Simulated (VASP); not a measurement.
# N: single point with PBE

Crystal: N.

```
N
1.0
     2.51947    0.00000    0.00000
    -1.25974    2.18193    0.00000
     0.00000    0.00000    2.44600
N
2
Direct
  0.33333 0.66667 0.75000
  0.66667 0.33333 0.25000
```

The real solid is made of molecules; this cell is a model form.

* Program: VASP 6.6.1
* Task: single point
* Functional: PBE
* Potentials or basis: VASP PAW PBE potentials, release 64 (N_GW)
* Cutoff: 450 eV
* k mesh: 5 × 5 × 4
* Occupations: gaussian, width 0.02 eV
* Spin: no spin polarisation

| Item | Value |
| --- | --- |
| Band gap on the k mesh | none (metal or under the smearing width) |

Levels at points of the mesh, in eV from the Fermi level:
| k point | band 2 | band 3 | band 4 | band 5 | band 6 | band 7 | band 8 | band 9 |
| --- | --- | --- | --- | --- | --- | --- | --- | --- |
| (0.00, 0.00, 0.00) | -5.83 | -4.88 | -2.44 | -2.44 | 2.74 | 2.74 | 6.07 | 14.52 |
| (0.00, 0.00, 0.50) | -17.21 | 0.50 | 0.50 | 0.50 | 0.50 | 1.98 | 1.98 | 21.66 |

Run time: 3.3 s on 1 thread of AMD EPYC 7R43 64-Core Processor (Zen 3), with other jobs on the host, peak memory 0.07 GiB.

Caveat: the k mesh is coarse (spacing up to 0.64 Å⁻¹), so the values aren't converged.
